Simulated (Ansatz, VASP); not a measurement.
## Os: 3 runs at one level of theory

```
Os
1.0
     2.73410    0.00000    0.00000
    -1.36705    2.36780    0.00000
     0.00000    0.00000    4.31970
Os
2
Direct
  0.66667 0.33333 0.75000
  0.33333 0.66667 0.25000
```

Alike in all runs: task single point; functional PBE; k mesh 11 × 11 × 6; occupations gaussian, width 0.024 eV; no spin polarisation; no spin-orbit coupling. Pressure is positive in compression and, in plane waves, holds the error of the finite cutoff, which Ansatz's Pulay term estimates and takes out.

```tsv
program and potentials	plane-wave cutoff (eV)	notes	pressure (GPa)
Ansatz, Ansatz PAW	420	16 valence electrons an atom on average; Pulay term of +0.09 GPa included	8.76
VASP, PBE PAW files Os, 520 eV	520	8 valence electrons an atom on average	8.75
Ansatz, all-electron LAPW, scalar-relativistic	-	-	8.74
```

The pressure spans 8.74 (Ansatz, all-electron LAPW, scalar-relativistic) to 8.76 GPa (Ansatz, Ansatz PAW), with all-electron results at 8.74.

Differences between rows come from potentials, basis sets and numerical settings, since the functional is the same but for its coding. Runs on potential files found faulty are left out.
